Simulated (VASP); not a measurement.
# Sm (I4/mmm) in VASP: a series of runs, part 2 of 3

VASP 6.6.1. Earlier steps stand in the parts before.

## Step 4: Single point, PBE, collinear spin, ferromagnetic start

The input, INCAR:

```
SYSTEM = Sm
  PREC = Accurate
  ENCUT = 520
  EDIFF = 1E-6
  ISMEAR = 0
  SIGMA = 0.05
  LREAL = .FALSE.
  LASPH = .TRUE.
  NELM = 100
  ALGO = Normal
  ISIF = 2
  LWAVE = .FALSE.
  LCHARG = .FALSE.
  ISPIN = 2
  MAGMOM = 5
  LORBIT = 11
  LMAXMIX = 6
  GGA = PE
```

The input, KPOINTS:

```
Automatic mesh
0
G
  10 10 10
  0 0 0
```

The input, POSCAR:

```
Sm
1.0
   -1.8173030691      1.8173030691      2.5609871902
    1.8173030691     -1.8173030691      2.5609871902
    1.8173030691      1.8173030691     -2.5609871902
Sm
1
Cartesian
    0.0000000000      0.0000000000      0.0000000000
```

Potentials or basis: VASP PAW PBE potentials, release 64 (Sm_3), 4f in core.

Launch:

```sh
$ cat potpaw_PBE.64/Sm_3/POTCAR > POTCAR
$ mpirun -np 1 vasp_std > vasp.out
```

OUTCAR:

```text
SYSTEM = Sm
   PREC = Accurate
   ENCUT = 520
   EDIFF = 1E-6
   ISMEAR = 0
   LREAL = .FALSE.
   LASPH = .TRUE.
   NELM = 100
   ISIF = 2
   ISPIN = 2
   LORBIT = 11
   GGA = PE

 ion  position               nearest neighbor table
   1  0.000  0.000  0.000-

  LATTYP: Found a body centered tetragonal cell.
 ALAT       =     3.6346061382
 C/A-ratio  =     1.4092240495

  Lattice vectors:

 A1 = (  -1.8173030691,   1.8173030691,   2.5609871902)
 A2 = (   1.8173030691,  -1.8173030691,   2.5609871902)
 A3 = (   1.8173030691,   1.8173030691,  -2.5609871902)

Analysis of symmetry for initial positions (statically):
=====================================================================
 Subroutine PRICEL returns:
 Original cell was already a primitive cell.

 Routine SETGRP: Setting up the symmetry group for a
 body centered tetragonal supercell.

 Subroutine GETGRP returns: Found 16 space group operations
 (whereof 16 operations were pure point group operations)
 out of a pool of 16 trial point group operations.

The static configuration has the point symmetry D_4h.

Analysis of symmetry for dynamics (positions and initial velocities):
=====================================================================
 Subroutine PRICEL returns:
 Original cell was already a primitive cell.

 Routine SETGRP: Setting up the symmetry group for a
 body centered tetragonal supercell.

 Subroutine GETGRP returns: Found 16 space group operations
 (whereof 16 operations were pure point group operations)
 out of a pool of 16 trial point group operations.

The dynamic configuration has the point symmetry D_4h.

Analysis of structural, dynamic, and magnetic symmetry:
=====================================================================
 Subroutine PRICEL returns:
 Original cell was already a primitive cell.

 Routine SETGRP: Setting up the symmetry group for a
 body centered tetragonal supercell.

 Subroutine GETGRP returns: Found 16 space group operations
 (whereof 16 operations were pure point group operations)
 out of a pool of 16 trial point group operations.

The overall configuration has the point symmetry D_4h.

 Subroutine INISYM returns: Found 16 space group operations
 (whereof 16 operations are pure point group operations),
 and found     1 'primitive' translations

----------------------------------------------------------------------------------------

                                     Primitive cell

  volume of cell :      33.8316

  direct lattice vectors                    reciprocal lattice vectors
    -1.817303069  1.817303069  2.560987190     0.000000000  0.275132975  0.195237212
     1.817303069 -1.817303069  2.560987190     0.275132975  0.000000000  0.195237212
     1.817303069  1.817303069 -2.560987190     0.275132975  0.275132975  0.000000000

  length of vectors
     3.628200143  3.628200143  3.628200143     0.337365859  0.337365859  0.389096785

  position of ions in fractional coordinates (direct lattice)
     0.000000000  0.000000000  0.000000000

  ion indices of the primitive-cell ions
   primitive index   ion index
                 1           1

----------------------------------------------------------------------------------------

 KPOINTS: Automatic mesh

Automatic generation of k-mesh.
 Grid dimensions read from file:
 generate k-points for:   10   10   10

 Generating k-lattice:

[... 65 lines left out ...]
   IBRION =     -1    ionic relax: 0-MD 1-quasi-New 2-CG
   NFREE  =      0    steps in history (QN), initial steepest desc. (CG)
   ISIF   =      2    stress and relaxation
   ISYM   =      2    0-nonsym 1-usesym 2-fastsym
   POTIM  = 0.5000    time-step for ionic-motion
   TEBEG  =    0.0;   TEEND  =   0.0 temperature during run
   PSTRESS=    0.0 pullay stress
   NELECT =      11.0000    total number of electrons
   NUPDOWN=      -1.0000    fix difference up-down
   EMIN   =  10.00;   EMAX   =-10.00  energy-range for DOS
   EFERMI =   0.00;   METHOD = LEGACY
   ISMEAR =     0;   SIGMA  =   0.05  broadening in eV -4-tet -1-fermi 0-gaus
   EFERMI_NEDOS =   21; number of points for ismear=-14 and -15
   IALGO  =     38    algorithm
   IMIX   =      4    mixing-type and parameters
     AMIX     =   0.40;   BMIX     =  1.00
     AMIX_MAG =   1.60;   BMIX_MAG =  1.00
  volume/ion in A,a.u.               =      33.83       228.31
  Fermi-wavevector in a.u.,A,eV,Ry     =   1.125723  2.127309 17.242026  1.267253
  Thomas-Fermi vector in A             =   2.262402
   LORBIT       =     11    0 simple, 1 ext, 2 COOP (PROOUT), +10 PAW based schemes
   GGA     = PE    functional components
   LHFCALC =     F    Hartree Fock is set to
   AEXX    =    0.0000 exact exchange contribution
   IVDW    =     0    specifies the selected vdW correction
   LEPSILON=     F    determine dielectric tensor
   LRPA    =     F    only Hartree local field effects (RPA)
 spin polarized calculation
 Gauss-broadening in eV      SIGMA  =   0.05
  energy-cutoff  :      520.00
  volume of cell :       33.83
 maximum number of plane-waves:       934
   NGX = 13   NGY = 13   NGZ = 13

 number of electron      11.0000001 magnetization      -0.0007658

 number of electron      11.0000001 magnetization       0.0010527

 Free energy of the ion-electron system (eV)
  ---------------------------------------------------
  ext. energy  EPLUGINS =         0.00000000
  ---------------------------------------------------
  free energy    TOTEN  =        -4.64121147 eV

  energy without entropy =       -4.64041236  energy(sigma->0) =       -4.64081192

 E-fermi :   3.0447     XC(G=0):  -9.7497

 val. band max:        2.9747737963   @ k =  -0.2000  -0.3000   0.2000
 cond. band min:       3.0839092283   @ k =  -0.2000   0.5000   0.2000
 fundamental gap:      0.1091354320
 Fermi energy:         3.0447368827

 spin component 1

 k-point     1 :       0.0000    0.0000    0.0000
  band No.  band energies     occupation
      1     -38.0307      1.00000
      2     -17.0108      1.00000
      3     -17.0108      1.00000
      4     -17.0097      1.00000
      5      -1.3169      1.00000
      6       4.6402      0.00000
      7       4.6402      0.00000
      8       4.6709      0.00000
      9       6.9276      0.00000
     10       6.9765      0.00000
     11      11.6434      0.00000
     12      15.0688      0.00000
[... 333 lines left out ...]
      1     -37.9162      1.00000
      2     -17.6941      1.00000
      3     -17.5083      1.00000
      4     -17.2278      1.00000
      5       2.0737      1.00000
      6       2.7413      1.00000
      7       4.1714      0.00000
      8       6.2176      0.00000
      9       8.2451      0.00000
     10       9.2566      0.00000
     11      11.7522      0.00000
     12      14.0949      0.00000

 [... further k-points ...]

 spin component 2

 k-point     1 :       0.0000    0.0000    0.0000
  band No.  band energies     occupation
      1     -38.0303      1.00000
      2     -17.0104      1.00000
      3     -17.0104      1.00000
      4     -17.0094      1.00000
      5      -1.3161      1.00000
      6       4.6407      0.00000
      7       4.6407      0.00000
      8       4.6715      0.00000
      9       6.9279      0.00000
     10       6.9769      0.00000
     11      11.6448      0.00000
     12      15.0695      0.00000
[... 333 lines left out ...]
      1     -37.9158      1.00000
      2     -17.6937      1.00000
      3     -17.5079      1.00000
      4     -17.2274      1.00000
      5       2.0744      1.00000
      6       2.7420      1.00000
      7       4.1722      0.00000
      8       6.2180      0.00000
      9       8.2457      0.00000
     10       9.2571      0.00000
     11      11.7528      0.00000
     12      14.0956      0.00000

 [... further k-points ...]
[... 5 lines left out ...]
  --------------------------------------------------------------------------------------
  -------------------------------------------------------------------------------------
  Total       -0.0474142     -0.0474142     -0.0176687      0.0000000      0.0000000     -0.0000000
  in kB       -2.2454143     -2.2454143     -0.8367436      0.0000000      0.0000000     -0.0000000
  external PRESSURE =      -1.7758574 kB  Pullay stress =       0.0000000 kB

 VOLUME and BASIS-vectors are now :
 -----------------------------------------------------------------------------
  energy-cutoff  :      520.00
  volume of cell :       33.83
      direct lattice vectors                 reciprocal lattice vectors
    -1.817303069  1.817303069  2.560987190     0.000000000  0.275132975  0.195237212
     1.817303069 -1.817303069  2.560987190     0.275132975  0.000000000  0.195237212
     1.817303069  1.817303069 -2.560987190     0.275132975  0.275132975  0.000000000

 POSITION                                       TOTAL-FORCE (eV/Angst)
 -----------------------------------------------------------------------------------
      0.00000      0.00000      0.00000         0.000000     -0.000000     -0.000000
 -----------------------------------------------------------------------------------
    total drift:                                0.000000      0.000000      0.000000

  FREE ENERGIE OF THE ION-ELECTRON SYSTEM (eV)
  ---------------------------------------------------
  free  energy   TOTEN  =        -4.6412114699 eV

  energy  without entropy=       -4.6404123625  energy(sigma->0) =       -4.64081192

 total charge

# of ion       s       p       d       tot
------------------------------------------
    1        2.219   5.874   0.981   9.074

 magnetization (x)

# of ion       s       p       d       tot
------------------------------------------
    1       -0.000   0.000   0.000   0.000
```

stdout:

```text
POSCAR found type information on POSCAR Sm
 POSCAR found :  1 types and       1 ions
 scaLAPACK will be used
 LDA part: xc-table for (Slater+PW92), standard interpolation
 POSCAR, INCAR and KPOINTS ok, starting setup
 FFT: planning ... GRIDC
 FFT: planning ... GRID_SOFT
 FFT: planning ... GRID
 WAVECAR not read
 entering main loop
```

Run time: 47 s. Hardware: 1 thread of AMD EPYC 9R14 (Zen 4), shared host; peak memory 0.18 GiB.

What came out:

```yaml
Free_energy: -4.6412 eV
Pressure: -0.2 GPa
Band_gap_on_the_k_mesh: none (metal or under the smearing width)
Net_moment: 0.00 μB per cell
Valence_electrons_inside_the_program's_atomic_spheres: Sm 9.07
```

Levels at points of the mesh, in eV from the Fermi level:
Spin up:
| k point | band 3 | band 4 | band 5 | band 6 | band 7 | band 8 | band 9 | band 10 |
| --- | --- | --- | --- | --- | --- | --- | --- | --- |
| (0.00, 0.00, 0.00) | -20.06 | -20.05 | -4.36 | 1.60 | 1.60 | 1.63 | 3.88 | 3.93 |
| (0.50, 0.00, 0.00) | -20.17 | -20.17 | -2.05 | 1.40 | 1.43 | 1.57 | 5.67 | 5.69 |
| (0.50, 0.50, 0.00) | -20.37 | -20.37 | -2.01 | -1.24 | 3.11 | 5.70 | 6.19 | 6.23 |
| (0.50, 0.50, 0.50) | -20.37 | -20.37 | -2.01 | -1.25 | 3.16 | 5.69 | 6.21 | 6.21 |
Spin down:
```csv
k point,band 2,band 3,band 4,band 5,band 6,band 7,band 8,band 9,band 10,band 11
"(0.00, 0.00, 0.00)",-20.06,-20.06,-20.05,-4.36,1.60,1.60,1.63,3.88,3.93,8.60
"(0.50, 0.00, 0.00)",-20.94,-20.17,-20.17,-2.05,1.40,1.43,1.57,5.67,5.69,8.41
"(0.50, 0.50, 0.00)",-20.88,-20.37,-20.36,-2.01,-1.24,3.11,5.70,6.19,6.23,8.41
"(0.50, 0.50, 0.50)",-20.88,-20.37,-20.37,-2.01,-1.24,3.16,5.70,6.21,6.21,8.40
```

Caveat: the magnetic or orbital state may not be the lowest; spin-orbit coupling is left out, which moves the levels of the heavy elements; the 4f electrons are frozen in the core as for a trivalent ion, so they carry no moment and show no levels. The state reached can hang on the start; a lower one may exist.

[end of part 2 of 3]
